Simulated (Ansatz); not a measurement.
All numbers below come from Ansatz 0.2.0, DFT PBE, scalar-relativistic, plane waves, PAW. All cells share a 420 eV cutoff and Γ-centred k meshes spaced at most about 0.3 Å⁻¹ (about 0.25 or finer for metals, 2π included). No spin polarisation in the final relaxations.

These are static total energies at zero pressure. All come from trial cells, and lower structures may exist.

Question: Order these relaxed structures of In3Sb2As by energy, lowest first, with the energy over the lowest of them.
A.

Space group Pmm2 (No. 25). a = 6.002 Å, b = 8.871 Å, c = 3.066 Å, α = 90.00°, β = 90.00°, γ = 90.00°
| atom | site | symmetry | x | y | z |
| --- | --- | --- | --- | --- | --- |
| In | 2g | m.. | 0.0000 | 0.8256 | 0.9088 |
| In | 1b | mm2 | 0.0000 | 0.5000 | 0.4067 |
| Sb | 2h | m.. | 0.5000 | 0.8235 | 0.1371 |
| As | 1d | mm2 | 0.5000 | 0.5000 | 0.2515 |

B.

Space group P3m1 (No. 156). a = 4.590 Å, b = 4.590 Å, c = 11.242 Å, α = 90.00°, β = 90.00°, γ = 120.00°
```csv
atom,site,symmetry,x,y,z
In,1a,3m.,0.0000,0.0000,0.0121
In,1b,3m.,0.3333,0.6667,0.6673
In,1c,3m.,0.6667,0.3333,0.3211
Sb,1b,3m.,0.3333,0.6667,0.9217
Sb,1c,3m.,0.6667,0.3333,0.5771
As,1a,3m.,0.0000,0.0000,0.2506
```

C.

Space group Pmm2 (No. 25). a = 3.037 Å, b = 18.157 Å, c = 3.045 Å, α = 90.00°, β = 90.00°, γ = 90.00°
```json
{"atom": "In", "site": "1a", "symmetry": "mm2", "x": "0.0000", "y": "0.0000", "z": "0.8706"}
{"atom": "In", "site": "2g", "symmetry": "m..", "x": "0.0000", "y": "0.3445", "z": "0.9357"}
{"atom": "Sb", "site": "2g", "symmetry": "m..", "x": "0.0000", "y": "0.1713", "z": "0.8747"}
{"atom": "As", "site": "1b", "symmetry": "mm2", "x": "0.0000", "y": "0.5000", "z": "0.7585"}
```

Answer: B (0 meV/atom), A (209 meV/atom), C (242 meV/atom). Forms: B Sb and As ordered on zinc blende sites, P3m1; A Pmm2; C Pmm2. Counting As or Sb atoms around In (for each partner element, those within 1.25 times its shortest distance or 1.15 times the sum of covalent radii, where it is the nearest in units of that sum or under 1.3; a plus sign parts groups by distance over the sum of covalent radii; a slash parts the counts of unlike sites): B has In 4; A has In 2/2+2; C has In 2. C holds Sb–Sb nets (shortest 3.04 Å) (bonds between like non-metal atoms; other contacts aren't counted).

Spin–orbit coupling, which can matter for Sb, is left out. Cells relaxed within their symmetry can be saddle points. Some structure types and database cells were kept out of the candidates from the start, so a known form may be missing.
